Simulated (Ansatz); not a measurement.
Input and command of a plane-wave DFT calculation in Ansatz:

```yaml
crystal:
  lattice:
    - [-1.770528066, 1.6019063455, 1.6019063455]
    - [1.6019063455, -1.770528066, 1.6019063455]
    - [1.6019063455, 1.6019063455, -1.770528066]
  atoms:
    - { symbol: W, position: [0.0, 0.0, 0.0] }
basis:
  ecutwfc: 420
kpoints:
  mp_grid: { grid: [24, 24, 24] }
hamiltonian:
  xc: pbe
scf:
  occupations: { method: fermi_dirac, width: 0.4 }
output:
  forces: true
  stress: true
  eigenvalues: true
```

```bash
ansatz run input.yaml --threads 1 --pin off --max-ram 2560MiB --backend cpu --events-out ev --progress --plain --runs-dir out
```

Processor: AMD EPYC 7R43 64-Core Processor (Zen 3), 1 thread, on a host shared with other jobs.

**Question.** Estimate time, memory and problem size.

**Answer.** About 11 s on 1 thread of AMD EPYC 7R43 64-Core Processor (Zen 3) (shared host), peak memory 0.58 GiB. It solves 12 bands at 1313 k points (the mesh reduced by the symmetry that the task leaves, which can be less than the crystal's) with about 315 plane waves, in 6 SCF iterations.
